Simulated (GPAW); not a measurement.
Fe:

```xyz
1
Lattice="0.0000 1.9417 1.9651 1.4984 0.0000 1.9651 1.4984 1.9417 0.0000" Properties=species:S:1:pos:R:3 pbc="T T T"
Fe    0.0000    0.0000    0.0000
```

Base run:

- Program: GPAW 26.7.0
- Functional: PBEsol
- Potentials or basis: PAW data sets generated in the run's folder for this functional
- Cutoff: 600 eV
- Basis: pw
- k mesh: 11 × 11 × 11
- Occupations: fermi-dirac, width 0.05 eV
- Spin: collinear spin, ferromagnetic start
- Starting moments: [3.0] μB
- Hubbard terms: Fe d U = 4 eV

Its results: pressure 21.7 GPa; net moment 2.95 μB per cell; site moments Fe +3.10 μB.

Problem. The run is repeated on the same cell with these changes: hubbard terms from Fe d U = 4 eV to Fe d U = 6 eV. What comes out?

Solution. Pressure 34.6 GPa; net moment 3.06 μB per cell; site moments Fe +3.23 μB.

Caveats: the U is typed as a test and isn't derived for this compound; a pressure of tens of GPa on the cell as given is suspect, and the run, the potentials or the cell itself is likely at fault (some runs).

Not every run made on this cell is shown here.
